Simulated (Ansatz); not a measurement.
## SnO2, one structure, two calculations

Cell: a measured structure from the Crystallography Open Database (COD), ions relaxed with PBE at fixed cell.

```cif
data_SnO2
_symmetry_space_group_name_H-M 'P4_2/mnm'
_symmetry_Int_Tables_number 136
_cell_length_a 4.7380
_cell_length_b 4.7380
_cell_length_c 3.1865
_cell_angle_alpha 90.000
_cell_angle_beta 90.000
_cell_angle_gamma 90.000
loop_
_atom_site_label
_atom_site_type_symbol
_atom_site_symmetry_multiplicity
_atom_site_Wyckoff_symbol
_atom_site_fract_x
_atom_site_fract_y
_atom_site_fract_z
Sn Sn 2 a 0.0000 0.0000 0.0000
O O 4 f 0.3054 0.3054 0.0000
```

One atom of each set is listed.

First run. The numbers come from a DFT calculation in Ansatz (PBE, plane waves and PAW, scalar-relativistic, 420 eV cutoff, Γ-centred 7×7×9 k-points, Fermi–Dirac smearing 0.02 eV).

```json
{"site": "Sn", "V_zz (10²¹ V/m²)": "5.70", "η": "0.53"}
{"site": "O", "V_zz (10²¹ V/m²)": "-10.59", "η": "0.14"}
```

Second run. The same atoms and settings, except that spin–orbit coupling is included (fully relativistic PAW files).

(1) Given the first result, estimate the second.

Answers

(1) 

| site | V_zz | η | change of V_zz |
| --- | --- | --- | --- |
| Sn | 5.65 | 0.54 | -0.05 |
| O | -10.61 | 0.14 | -0.02 |

The largest change of V_zz is on Sn, from 5.70 to 5.65. In per cent, |V_zz| changes by -1 on Sn, 0 on O (all sites that start above 0.5).

At this cell the PBE pressure is 11 GPa, so with PBE the cell would grow if it were relaxed. The entry's cell may itself be off.
